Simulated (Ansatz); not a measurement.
SnS₂ (started from an entry of an open crystallographic database), relaxed with r2SCAN+rVV10, was run in the plane-wave code Ansatz under altered settings. All numbers are computed, without spin polarisation but where a row says otherwise.

```
CELL_PARAMETERS angstrom
3.66076 0.00000 0.00000
-1.83038 3.17031 0.00000
0.00000 0.00000 5.96180
ATOMIC_POSITIONS crystal
Sn 0.00000 0.00000 0.00000
S 0.33333 0.66667 0.24559
S 0.66667 0.33333 0.75441
```

The base run's other keys:
```yaml
kpoints:
  mp_grid: { grid: [6, 6, 4] }
hamiltonian:
  xc: pbe
scf:
  occupations: { method: fixed }
  n_extra_bands: 4
```

It takes 6 iterations with 1327 plane waves at 420 eV and 24 k points, and leaves a mean stress of +3.13 GPa. The gap over this mesh is 1.496 eV. It ran on 4 threads of Arm Neoverse N1, on a shared host.

Outcomes, with energy and stress as changes against the base:
```
                                              setting            outcome  ΔF (meV/atom)  Δ mean stress (GPa)  gap on the mesh (eV)  iterations  wall time
                                   basis.ecutwfc: 200  converged, warned          +1890                -0.09                 1.376           7     0.66 s
hamiltonian.pseudopotentials: nc (cutoff then 980 eV)          converged              –                -0.03                 1.498          10      5.1 s
                               hamiltonian.xc: pbesol          converged              –                -2.97                 1.403           6      1.2 s
                      scf.occupations: gaussian 0.001          converged            0.0                 0.00                 1.496           6      1.1 s
                      kpoints.mp_grid.grid: [3, 3, 3]          converged           +103                +1.10                 1.743           6     0.68 s
                                   basis.ecutwfc: 750          converged           -1.1                -0.02                 1.497           7      2.3 s
                                   basis.ecutwfc: 250  converged, warned           +235                +0.36                 1.474           6     0.72 s
                      kpoints.mp_grid.grid: [2, 2, 2]          converged           +510                +4.55                 1.497           6     0.59 s
                      kpoints.mp_grid.grid: [5, 5, 5]          converged           +4.3                +0.06                 1.558           6        1 s
                              basis.ecutrho_ratio: 12          converged            0.0                 0.00                 1.496           7      1.5 s
                                scf.mixing.beta: 0.05          converged            0.0                 0.00                 1.496          10      1.3 s
                                   basis.ecutwfc: 600          converged           -1.1                -0.01                 1.497           7      1.9 s
                                     basis.xc_grid: 1          converged            0.0                 0.00                 1.496           6      1.1 s
                                      scf.max_iter: 2      not converged              –                    –                     –           2      0.8 s
```
A dash marks a value that wasn't obtained or can't be compared. Stress is positive in compression. The base took 1.1 s.

- basis.ecutwfc: 200. 451 plane waves in place of 1327. The free energy moves by +1890 meV an atom, the mean stress by -0.09 GPa and the gap on the mesh by -0.120 eV (to 1.376). The basis is too small: these are errors of the cutoff. Warned: cutoff below recommended.
- kpoints.mp_grid.grid: [3, 3, 3]. The free energy moves by +103 meV an atom, the mean stress by +1.10 GPa and the gap on the mesh by +0.247 eV (to 1.743). The gap changes mostly because other points are sampled; a mesh that misses a band edge overestimates it. The mesh is too coarse.
- basis.ecutwfc: 250. 615 plane waves in place of 1327. The free energy moves by +235 meV an atom, the mean stress by +0.36 GPa and the gap on the mesh by -0.023 eV (to 1.474). The basis is too small: these are errors of the cutoff. Warned: cutoff below recommended.
- kpoints.mp_grid.grid: [2, 2, 2]. The free energy moves by +510 meV an atom, the mean stress by +4.55 GPa and the gap on the mesh by 0.000 eV (to 1.497). The mesh is too coarse.
- scf.max_iter: 2. No converged result was reached. It stopped after 2 iterations; the base needs 6. Nothing that it printed is a property of the solid. Error: did not converge after 2 iterations: dr2 = 1.31e-4 (threshold 1.00e-7), under the density mixer `msr1`, which `scf.mixing.algorithm: auto` chose by the deck's other keys (type `scf.mixing.algorithm: msr1` to keep it) […]

Within 1 meV an atom, 0.1 GPa and 0.005 eV of the base stay: scf.occupations: gaussian 0.001; basis.ecutrho_ratio: 12; scf.mixing.beta: 0.05; basis.xc_grid: 1.

Spin-orbit coupling is left out, which matters wherever the heavy atoms make up the band edges.
